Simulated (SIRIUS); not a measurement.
Set up this calculation in SIRIUS 7.10.0, as the native input.

* Task: single point
* Functional: PBEsol
* Potentials or basis: PseudoDojo 0.4.1 PBEsol standard (scalar relativistic)
* Cutoff: 1152 eV
* Density cutoff: 4606 eV
* k mesh: 10 × 10 × 9
* Occupations: fermi-dirac, width 0.05 eV
* Spin: no spin polarisation
* Libxc names: ["XC_GGA_X_PBE_SOL", "XC_GGA_C_PBE_SOL"]
* Energy tol: 1e-08 Ha
* Density tol: 1e-06
* Mixer: anderson
* Mixing beta: 0.7
* Max scf: 100
* Radial cutoff for the potentials' integrals: 6.5 bohr

The system is TaN.

```
Ta N
1.0
     2.93800    0.00000    0.00000
    -1.46900    2.54438    0.00000
     0.00000    0.00000    2.88300
Ta N
1 1
Direct
  0.00000 0.00000 0.50000
  0.66667 0.33333 0.00000
```

These files were run (other wordings do the same):

sirius.json

```json
{
  "control": {
    "processing_unit": "cpu",
    "verbosity": 2,
    "num_bands_to_print": 16,
    "print_forces": true,
    "print_stress": true
  },
  "parameters": {
    "electronic_structure_method": "pseudopotential",
    "xc_functionals": ["XC_GGA_X_PBE_SOL", "XC_GGA_C_PBE_SOL"],
    "gk_cutoff": 9.2,
    "pw_cutoff": 18.4,
    "ngridk": [10, 10, 9],
    "shiftk": [0, 0, 0],
    "smearing": "fermi_dirac",
    "smearing_width": 0.0018374661,
    "num_bands": 16,
    "num_mag_dims": 0,
    "num_dft_iter": 100,
    "energy_tol": 1e-08,
    "density_tol": 1e-06
  },
  "iterative_solver": {
    "type": "davidson",
    "min_tolerance": 1e-09,
    "tolerance_scale": [0.1, 0.25]
  },
  "mixer": {
    "type": "anderson",
    "beta": 0.7,
    "max_history": 8
  },
  "settings": {
    "tol_ne": 1e-10,
    "pseudo_grid_cutoff": 6.5
  },
  "unit_cell": {
    "lattice_vectors": [
      [5.552015354151, 0.0, 0.0],
      [-2.776007677075, 4.80818633886, 0.0],
      [0.0, 0.0, 5.448080417296]
    ],
    "atom_coordinate_units": "lattice",
    "atom_types": ["Ta", "N"],
    "atom_files": {
      "N": "N.json",
      "Ta": "Ta.json"
    },
    "atoms": {
      "Ta": [
        [0.0, 0.0, 0.5]
      ],
      "N": [
        [0.6666666667, 0.3333333333, 0.0]
      ]
    }
  }
}
```

Potentials or basis: PseudoDojo 0.4.1 PBEsol standard (scalar relativistic).

Run with:

```bash
$ upf_to_json N.upf
$ upf_to_json Ta.upf
$ OMP_NUM_THREADS=1 sirius.scf --input=sirius.json --output=out.json --task=0
```

Results of the run:

| Property | Result |
| --- | --- |
| Pressure | -5.1 GPa |
| Band gap on the k mesh | none (metal or under the smearing width) |

Run time: 49 s on 1 thread of Arm Neoverse V1, on a shared host, peak memory 0.38 GiB.
